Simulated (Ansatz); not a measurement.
A plane-wave DFT run in Ansatz 0.2.0 (scalar-relativistic PAW potentials unless the input names others): input and command.

```yaml
crystal:
  lattice:
    - [0.0, 2.70085, 2.70085]
    - [2.70085, 0.0, 2.70085]
    - [2.70085, 2.70085, 0.0]
  atoms:
    - { symbol: Ca, position: [0.0, 0.0, 0.0] }
    - { symbol: S, position: [0.5, 0.5, 0.5] }
basis:
  ecutwfc: "36.7 Ry"
  xc_grid: 1
kpoints:
  mp_grid: { grid: [8, 8, 8] }
hamiltonian:
  xc: pbesol
scf:
  occupations: { method: tetrahedron_uncorrected }
output:
  forces: true
  eigenvalues: true
  stress: true
```

```bash
ansatz run input.yaml --threads 1 --pin off --max-ram 1228MiB --backend cpu --events-out ev --progress --plain --runs-dir out
```

Abridged log:
```
Basis set: ecut = 499.32893761 eV, 965 PW (Γ)
Bands: 12, of which v1, the nominal top of the filled ones, is band 8 counted from 1 (7 counted from 0)
Symmetry: 48 space group operations
k-points: 29 of 512
SCF iter   1: F=—  HF=-2682.909396 eV  |F-HF|=—  |Δ(HF+E_count)|=         —  Δρ=4.43e-3  dr2=1.12e-2  ethr=1.77e-3  ⟨swp⟩=7.1  Hψ=2485  notcnv=0
SCF iter   2: F=—  HF=-2682.905076 eV  |F-HF|=—  |Δ(HF+E_count)|=   4.32e-3  Δρ=1.31e-3  dr2=3.74e-4  ethr=7.03e-5  ⟨swp⟩=2.2  Hψ=784  notcnv=0
SCF iter   3: F=—  HF=-2682.905090 eV  |F-HF|=—  |Δ(HF+E_count)|=   1.37e-5  Δρ=5.26e-4  dr2=6.55e-5  ethr=2.34e-6  ⟨swp⟩=2.2  Hψ=663  notcnv=0
SCF iter   4: F=—  HF=-2682.905110 eV  |F-HF|=—  |Δ(HF+E_count)|=   1.99e-5  Δρ=1.28e-4  dr2=3.04e-6  ethr=4.10e-7  ⟨swp⟩=2.4  Hψ=546  notcnv=0
SCF iter   5: F=-2682.905111 eV  HF=-2682.905111 eV  |F-HF|=2.65e-8  |Δ(HF+E_count)|=   1.17e-6  Δρ=1.11e-5  dr2=4.88e-8  ethr=1.90e-8  ⟨swp⟩=2.1  Hψ=582  notcnv=0
SCF iter   6: F=-2682.905111 eV  HF=-2682.905111 eV  |F-HF|=2.02e-9  |Δ(HF+E_count)|=   1.78e-9  Δρ=2.40e-6  dr2=2.74e-9  ethr=3.05e-10  ⟨swp⟩=2.0  Hψ=1396  notcnv=0
SCF 1 converged in 6 iterations: F = -2682.905111 eV  dr2 = 2.74e-9
SCF converged after 6 iterations
Free energy (F): -2682.905111 eV
Harris-Foulkes:  -2682.905111 eV  (|F-HF|=2.02e-9)
Internal energy: -2682.905111 eV  (E = F + TS)
E sigma→0 (E₀):  -2682.905111 eV
Fermi energy:    7.682962 eV
--- Forces (eV/Å), atoms counted from 1 ---
  atom   1  Ca     0.00000000     0.00000000     0.00000000
  atom   2  S      0.00000000     0.00000000     0.00000000
--- Stress (GPa, compression-positive) ---
       10.057504       0.000000       0.000000
        0.000000      10.057504       0.000000
        0.000000       0.000000      10.057504
  P = ⅓ Tr σ = 10.0575 GPa (100.575 kbar)
```

Apart from outputs and empty bands, the input differs from a reference run on usual settings in scf.occupations.width: 0.05 → not typed; scf.occupations.method: "gaussian" → "tetrahedron_uncorrected"; basis.ecutwfc: 420 → "36.7 Ry"; basis.xc_grid: not typed → 1. The reference, at the same geometry (not necessarily relaxed), gave pressure 10.06 GPa, largest force 0.000 eV/Å, gap on the mesh 1.77 eV. This run converged in 6 SCF iterations (reference: 6) with an energy at zero smearing 0.09 meV/atom below the reference's, pressure 10.06 GPa, largest force 0.000 eV/Å, gap on the mesh 1.77 eV.

Time: 2.2 s on 1 thread of Arm Neoverse N1, on a shared host, peak memory 0.29 GiB.